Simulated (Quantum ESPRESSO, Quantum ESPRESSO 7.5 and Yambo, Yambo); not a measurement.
# As (buckled honeycomb monolayer): G0W0 with and without spin-orbit coupling

Wanted: the effect of spin-orbit coupling on the quasiparticle gap of As (buckled honeycomb monolayer).

Main program and level: Quantum ESPRESSO 7.5 and Yambo 5.3.0; PBE and many-body steps on it, plane waves.

## Step 1: Set-up

The cell holds 2 atoms: 2 As. Its edges and angles: a = 3.611 Å, b = 3.611 Å, c = 14.000 Å, α = 90.0°, β = 90.0°, γ = 120.0°. Vacuum lies along c.

The structure was relaxed with PBE. The runs that relaxed it are not among those shown.

## Step 2: Empty states on the mesh, 6×6×1 mesh, 100 bands

This step: Quantum ESPRESSO 7.5; DFT, PBE, plane waves, norm-conserving pseudopotentials.

The sums over transitions need many empty states on a uniform mesh; this step solves for them.

File pw.in:

```
&control
  calculation = 'nscf'
  prefix = 'x'
  outdir = 'o'
  pseudo_dir = 'pseudo'
/
&system
  ibrav = 0
  nat = 2
  ntyp = 1
  ecutwfc = 76.0
  nbnd = 100
  force_symmorphic = .true.
/
&electrons
  conv_thr = 1e-9
  electron_maxstep = 80
  diago_full_acc = .true.
  diago_thr_init = 5e-6
/
ATOMIC_SPECIES
  As 74.922 As.upf
CELL_PARAMETERS angstrom
  3.6113928119 0.0000000000 0.0000000000
  -1.8056964060 3.1275579181 0.0000000000
  0.0000000000 0.0000000000 14.0000000000
ATOMIC_POSITIONS crystal
  As 0.3333333333 0.6666666667 0.4503491445
  As 0.6666666667 0.3333333333 0.5496508555
K_POINTS automatic
  6 6 1 0 0 0
```

The run is started by

```console
OMP_NUM_THREADS=1 mpirun -n 4 pw.x -nk 4 -in pw.in > pw.out
```

The program printed:

```text
Program PWSCF v.7.5 starts

     This program is part of the open-source Quantum ESPRESSO suite
     for quantum simulation of materials; please cite
         "P. Giannozzi et al., J. Phys.:Condens. Matter 21 395502 (2009);
         "P. Giannozzi et al., J. Phys.:Condens. Matter 29 465901 (2017);
         "P. Giannozzi et al., J. Chem. Phys. 152 154105 (2020);
     in publications or presentations arising from this work. More details at

     Atomic positions and unit cell read from directory:
     o/x.save/

     Message from routine setup:
[...]
k = 0.0000 0.3849 0.0000 ( 11944 PWs)   bands (ev):

[...]
32.1847  32.9839  33.2706  33.4574  33.5267  33.6551  33.7713  33.8466
    34.2831  34.4229  34.7966  35.5516  35.9473  36.3313  36.5092  36.5100
    37.4594  37.6251  37.9955  38.2328

          k = 0.0000-0.5774 0.0000 ( 11918 PWs)   bands (ev):

     [... further k-points ...]

     highest occupied, lowest unoccupied level (ev):    -1.1908    0.4471

     XML data file, pseudopotentials, collected wavefunctions

=------------------------------------------------------------------------------=
   JOB DONE.
=------------------------------------------------------------------------------=
```

Run time: 23 s. Hardware: 4 MPI ranks of Arm Neoverse V1, shared host; peak memory 0.69 GiB; 94 s of CPU time.

This step gave:

- gap: 1.638 eV
- k of the valence top: 0, 0, 0
- k of the conduction bottom: 0, 0.3333, 0
- least direct gap: 1.936 eV
- k points computed: 7
- lowest point of the top converged band, above the valence top: 38.25 eV

On this mesh the gap is 1.638 eV.

The density comes from a self-consistent run that is not shown.

## Step 3: Conversion and set-up

This step: Yambo 5.3.0; conversion and set-up on PBE, plane waves, norm-conserving pseudopotentials.

The states are converted to the many-body program's format and the q mesh is built.

The run is started by

```console
(cd o/x.save; p2y > p2y.log; mv SAVE ../..); yambo > setup.log
```

The program printed:

```text
 Yambo, version 5.3.0

 [02] CORE Variables Setup
 =========================

  [02.01] Unit cells
  ==================

  Cell kind             :  HCP
  Atoms in the cell     :  As
  number of As atoms    :  2

  List of atomic masses
  Mass of As    :  74.92200

  List of atomic coordinates    : [cc]
  As1       : -0.40422E-09   3.9402       11.915      order 1
  As2       :   3.41227   1.97008  14.54165  order 2

  Alat factors          :   6.82454   5.91023  26.45617 [a.u.]
  Direct lattice volume :   1067.10    [a.u.]
  Direct lattice vectors:  A[ 1 ]  A[ 2 ]  A[ 3 ]
[...]
BZ  Q-points                                      :   36

 K/Q-points units:
 rlu = crystal or reduced units; cc = cartesian coordinates; iku = interal k-units

 Q [1]          [rlu]:  0.000000  0.000000  0.000000
 Q [2]          [rlu]:  0.10868E-16  0.16667       0.0000
 Q [3]          [rlu]:  0.21736E-16  0.33333       0.0000
 Q [4]          [rlu]: -0.32605E-16 -0.50000       0.0000
 Q [5]          [rlu]:  0.166667  0.166667  0.000000
 Q [6]          [rlu]:  0.166667  0.333333  0.000000
 Q [7]          [rlu]:  0.333333  0.333333  0.000000

  [03.01] X indexes
  =================

   [03.01.01] Sigma indexes
   ========================

 [06] Game Over & Game summary
```

It took 2.1 s on 1 MPI rank; peak memory 0.25 GiB.

## Step 4: Scalar-relativistic

Now the one-shot GW correction: screening in the RPA, then the self-energy of the levels asked for.

This step: G0W0 on PBE, plane waves, norm-conserving pseudopotentials.

File gw1.in:

```
HF_and_locXC
gw0
dyson
ppa
em1d
rim_cut
rim_w
RandQpts= 3000000
RandGvec= 100 RL
CUTGeo= "slab z"
RandGvecW= 9 RL
EXXRLvcs= 76 Ry
VXCRLvcs= 304 Ry
Chimod= "HARTREE"
% BndsRnXp
 1 | 100 |
%
NGsBlkXp= 9.5 Ry
% LongDrXp
 1 | 1 | 0 |
%
% GbndRnge
 1 | 100 |
%
DysSolver= "n"
ExtendOut
PPAPntXp= 27.21138 eV
% QPkrange
 1 | 1 | 14 | 17 |
 3 | 3 | 14 | 17 |
%
```

The run is started by

```console
OMP_NUM_THREADS=1 mpirun -n 4 yambo -F gw1.in -J gw1 -C gw1 > gw1.log
```

The program printed:

```text
 Yambo, version 5.3.0

 [02] CORE Variables Setup
 =========================

  [... cell, symmetries and grids as in the set-up ...]

  [02.05] Energies & Occupations
  ==============================

  [X] === General ===
  [X] Electronic Temperature                        :  0.000000  0.000000 [eV K]
  [X] Bosonic    Temperature                        :  0.000000  0.000000 [eV K]
  [X] Finite Temperature mode                       : no
  [X] El. density                                   :  0.18972E+24 [cm-3]
  [X] Fermi Level                                   : -1.190779 [eV]

  [X] === Gaps and Widths ===
  [X] Conduction Band Min                           :  1.637909 [eV]
  [X] Valence Band Max                              :  0.000000 [eV]
  [X] Filled Bands                                  :  15
  [X] Empty Bands                                   :   16  100
  [X] Direct Gap                                    :  1.935692 [eV]
  [X] Direct Gap localized at k                     :  1
  [X] Indirect Gap                                  :  1.637909 [eV]
  [X] Indirect Gap between kpts                     :  1  3
  [X] Last valence band width                       :  1.955912 [eV]
  [X] 1st conduction band width                     :  1.154846 [eV]

 [03] Transferred momenta grid and indexing
 ==========================================

 IBZ Q-points                                      :   7
 BZ  Q-points                                      :   36

 K/Q-points units:
 rlu = crystal or reduced units; cc = cartesian coordinates; iku = interal k-units

 Q [1]          [rlu]:  0.000000  0.000000  0.000000
 Q [2]          [rlu]:  0.10868E-16  0.16667       0.0000
 Q [3]          [rlu]:  0.21736E-16  0.33333       0.0000
 Q [4]          [rlu]: -0.32605E-16 -0.50000       0.0000
 Q [5]          [rlu]:  0.166667  0.166667  0.000000
 Q [6]          [rlu]:  0.166667  0.333333  0.000000
 Q [7]          [rlu]:  0.333333  0.333333  0.000000

 [04] Coloumb potential Random Integration (RIM)
 ===============================================

 Performing RIM of v_slab

  [04.01] RIM initialization
  ==========================

  * Diagonal components only detected *

  8 x (sBL volume)        :  0.051656 [a.u.]
  sBZ random points       :  3000000
  Points outside the sBZ  :  24000829
  RL volume               :  0.232453 [a.u.]
  Integrated volume       :  0.232445 [a.u.]

  [04.02] RIM integrals
  =====================

  Gamma point sphere radius             :  0.041603 [a.u.]
  Points outside the sphere             :  2398884
  [Int_sBZ(q=0) 1/q^2]*(Vol_sBZ)^(-1/3) =:  7.487273
                                 should be <:  7.795600

  Summary of Coulomb integrals for non-metallic bands |Q|[au] RIM/Bare

  Q [1] 0.100000E-4 0.960449 * Q [2] 0.177184 0.997450
  Q [5] 0.306892 1.024425 * Q [3] 0.354368 1.023516
  Q [6] 0.468785 1.017616 * Q [4] 0.531552 1.014593
  Q [7] 0.613783 1.011288
  Non-periodic chartesian directions : none
  Optical renormalization            :  26.45617 [au]
  Polarizability dimension           : length

 [05] Coloumb potential CutOffslab
 =================================

 Cut directionsZ
 Slab Cutoff:Z
 Symmetry test passed : yes

 [06] Dipoles
 ============

  [06.01] Setup: observables and procedures
  =========================================

 [07] Dynamic Dielectric Matrix (PPA)
 ====================================

 [WR./gw1//ndb.pp]---------------------------------------------------------------
  Brillouin Zone Q/K grids (IBZ/BZ)                :    7   36    7   36
  RL vectors                                       :  14617 [WF]
  Coulomb cutoff potential                         : slab z
  Electronic Temperature                           :  0.000000 [K]
  Bosonic    Temperature                           :  0.000000 [K]
  PPA    diel. fun.  energies                      : Perdew, Burke & Ernzerhof(X)+Perdew, Burke & Ernzerhof(C)
  wavefunctions                                    : Perdew, Burke & Ernzerhof(X)+Perdew, Burke & Ernzerhof(C)
[...]
X poles                                          :  100.0000 [o/o]
  RL vectors in the sum                            :  14617
  [r,Vnl] included                                 : yes
  Field direction                                  :  0.707107E-5  0.707107E-5   0.00000
  BZ energy Double Grid                            : no
  BZ energy DbGd points                            : 0
  BZ Q point size factor                           : -1.000000
  X Optical Averaged directions                    : none

 [08] Local Exchange-Correlation + Non-Local Fock
 ================================================

 [VXC] Plane waves :   95457
 [EXS] Plane waves :  12073

 QP @ state[ 1 ] K range:  1  1
 QP @ state[ 1 ] b range:  14  17
 QP @ state[ 2 ] K range:  3  3
 QP @ state[ 2 ] b range:  14  17

 [xc] Functional : Perdew, Burke & Ernzerhof(X)+Perdew, Burke & Ernzerhof(C)
 [xc] LIBXC used to calculate xc functional
  PP Number of Atomic Species                      :  1
  NLCC RL compoments                               :   95457
  PP Number of Atomic Species                      :  1
  NLCC RL compoments                               :   95457

 [xc] E_xc :  -21.87157 [Ha]
      E_xc :  -43.74315 [Ry]

  Local XC kind (lXC) : Perdew, Burke & Ernzerhof(X)+Perdew, Burke & Ernzerhof(C)
  Non-Local XC kind (nlXC) : Hartree-Fock

  Corrections @ K [1] :  [eV]
 <14|nlXC|14> = -15.51942 -0.18662E-16 <14|lXC|14> = -13.27480  0.18882E-15
 <15|nlXC|15> = -15.51942 -0.25589E-17 <15|lXC|15> = -13.27479  0.000000
 <16|nlXC|16> = -8.987757 -0.46366E-17 <16|lXC|16> = -12.19210  0.11801E-16
 <17|nlXC|17> = -9.078115  0.20478E-17 <17|lXC|17> = -12.53426  0.000000

  Corrections @ K [3] :  [eV]
 <14|nlXC|14> = -15.53026 -0.18927E-17 <14|lXC|14> = -12.67475  0.18882E-15
 <15|nlXC|15> = -14.72921 -0.38464E-17 <15|lXC|15> = -11.95550  0.000000
 <16|nlXC|16> = -7.644536  0.16634E-17 <16|lXC|16> = -10.51954  0.76707E-16
 <17|nlXC|17> = -6.598289  0.19258E-18 <17|lXC|17> = -10.33825 -0.23602E-15

 [09] Dyson equation: Newton solver
 ==================================

  [09.01] RIM-W interpolation
  ===========================

  [WARNING] RIM-W works only for 2D semiconductors with slab cutoff
  Found compatible q grid: 2D
  q_min[ 1 ]:  0.16667      0.11217E-11   0.0000     [rlu]
   0.166667  0.083333  0.000000 [iku]
  q_min[ 2 ]:  0.10868E-16  0.16667       0.0000     [rlu]
   0.10868E-16  0.16667       0.0000     [iku]
  G-vectors :   9
  G-vectors loaded:   63
  Number of interpolated frequencies:  2

  Evaluating coefficients q = 0
  Evaluating coefficients q = 0

  [09.02] RIM-W integrals
  =======================

  8 x (sBL volume)        :  0.051656 [a.u.]
  sBZ random points       :  3000000
  Points outside the sBZ  :  24000829
  RL volume               :  0.232453 [a.u.]
  Integrated volume       :  0.232445 [a.u.]

  [09.03] RIM integrals
  =====================

  Comparison between head Wc = W - v averages: < Wc > [au] RIM-W/RIM

   < -Wc [Q = 1] > 0.364844E-1 0.486387E-4 * < -Wc [Q = 2] > 0.005329 0.005139
   < -Wc [Q = 3] > 0.975829E-3 0.954663E-3 * < -Wc [Q = 4] > 0.326023E-3 0.322169E-3
   < -Wc [Q = 5] > 0.001432 0.001398 * < -Wc [Q = 6] > 0.469209E-3 0.464226E-3
   < -Wc [Q = 7] > 0.218425E-3 0.216963E-3

  Comparison between head Wc = W - v averages: < Wc > [au] RIM-W/RIM

   < -Wc [G = 1,G`=0] > 0.364844E-1 0.486387E-4 * < -Wc [G = 2,G`=0] >-0.002024 0.000000
   < -Wc [G = 3,G`=0] >-0.002024 0.000000 * < -Wc [G = 4,G`=0] > 0.704477E-4  0.00000
   < -Wc [G = 5,G`=0] > 0.704686E-4  0.00000 * < -Wc [G = 6,G`=0] > 0.516400E-4  0.00000
   < -Wc [G = 7,G`=0] > 0.516138E-4  0.00000 * < -Wc [G = 8,G`=0] >-0.169084E-4  0.00000
   < -Wc [G = 9,G`=0] >-0.169062E-4  0.00000

 [10] G0W0 (W PPA)
 =================

 [  GW  ] Bands range     :    1  100
 [GW/PPA] G damping       :  0.100000 [eV]

 QP @ state[ 1 ] K range:  1  1
 QP @ state[ 1 ] b range:  14  17
 QP @ state[ 2 ] K range:  3  3
 QP @ state[ 2 ] b range:  14  17

  Sc/G bands                                       :    1  100
  Sc/G damping                                     :  0.100000 ev
  Sc bands terminator                              : no
  Sx RL components                                 :  12073

  QP @ state[ 1 ] K range                          :  1  1
  QP @ state[ 1 ] b range                          :  14  17
  QP @ state[ 2 ] K range                          :  3  3
  QP @ state[ 2 ] b range                          :  14  17
  GF energies kind                                 : Perdew, Burke & Ernzerhof(X)+Perdew, Burke & Ernzerhof(C)
  GF WF`s kind                                     : Perdew, Burke & Ernzerhof(X)+Perdew, Burke & Ernzerhof(C)
  Xs energies kind                                 : Perdew, Burke & Ernzerhof(X)+Perdew, Burke & Ernzerhof(C)
  Xs WF`s kind                                     : Perdew, Burke & Ernzerhof(X)+Perdew, Burke & Ernzerhof(C)

 [14] Game Over & Game summary
```

It took 4.3 min on 4 MPI ranks; peak memory 2.3 GiB.

Numbers from this step:

```yaml
g0w0_gap_on_the_points_computed: 2.843 eV
starting_gap_on_the_mesh: 1.638 eV
k_of_the_valence_top: 0, 0, 0
k_of_the_conduction_bottom: 0, 0.3333, 0
least_direct_g0w0_gap_on_the_computed_points: 3.235 eV
z_at_the_valence_top: 0.7381
z_at_the_conduction_bottom: 0.7454
```

The gap on the mesh goes from 1.64 eV to 2.84 eV, a correction of +1.20 eV.

## Step 5: Empty states on the mesh, 6×6×1 mesh, 200 bands

This step: Quantum ESPRESSO 7.5; DFT, PBE with spin-orbit coupling, plane waves, norm-conserving pseudopotentials.

pw.in, as its differences from that of step 2:

```diff
@@ -11,4 +11,6 @@
   ecutwfc = 76.0
-  nbnd = 100
+  nbnd = 200
   force_symmorphic = .true.
+  noncolin = .true.
+  lspinorb = .true.
 /
```

The run is started by

```console
OMP_NUM_THREADS=1 mpirun -n 4 pw.x -nk 4 -in pw.in > pw.out
```

The program printed:

```text
[banner, memory and clock lines left out]
Program PWSCF v.7.5 starts

     Atomic positions and unit cell read from directory:
     o/x.save/

     Message from routine setup:
     using ibrav=0 with symmetry is DISCOURAGED, use correct ibrav instead

     G-vector sticks info

     bravais-lattice index     =            0
     lattice parameter (alat)  =       6.8245  a.u.
     unit-cell volume          =    1067.0990 (a.u.)^3
     number of atoms/cell      =            2
     number of atomic types    =            1
     number of electrons       =        30.00
[...]
[... 13 further rows ...]
[...]
k = 0.0000 0.1925 0.0000 ( 11975 PWs)   bands (ev):

[...]
[... 13 further rows ...]
[...]
k = 0.0000 0.3849 0.0000 ( 11944 PWs)   bands (ev):

[...]
[... 13 further rows ...]
    35.9473  35.9474  36.3312  36.3312  36.5088  36.5088  36.5109  36.5109
    37.4593  37.4593  37.6248  37.6248  37.9947  37.9947  38.2322  38.2342

          k = 0.0000-0.5774 0.0000 ( 11918 PWs)   bands (ev):

     [... further k-points ...]

     highest occupied, lowest unoccupied level (ev):    -1.0639    0.4478

     XML data file, pseudopotentials, collected wavefunctions
```

Run time: 2.4 min. Hardware: 4 MPI ranks; peak memory 1.9 GiB.

This step gave:

| Item | Value |
| --- | --- |
| gap | 1.512 eV |
| k of the valence top | 0, 0, 0 |
| k of the conduction bottom | 0, 0.3333, 0 |
| least direct gap | 1.802 eV |
| k points computed | 7 |
| lowest point of the top converged band, above the valence top | 38.13 eV |

On this mesh the gap is 1.512 eV.

The density comes from a self-consistent run that is not shown, made with spin-orbit coupling and fully relativistic files.

(Continued in part 2 of 2.)

[Paths, hosts, dates, memory and timing lines, banners, echoed tables and standing remarks are left out of the program output.]

[Logs are printed without paths, hosts, clocks, repeated set-up lines and the standing remarks that a program may print on its own settings, such as how far it seeks lower states.]

[Runs of the session that timed out or met a known fault of the program may be left out.]

[Hosts, paths, dates, database ids (printed as entryN), source tags and the programs' standing remarks are cut or masked in the printed files.]
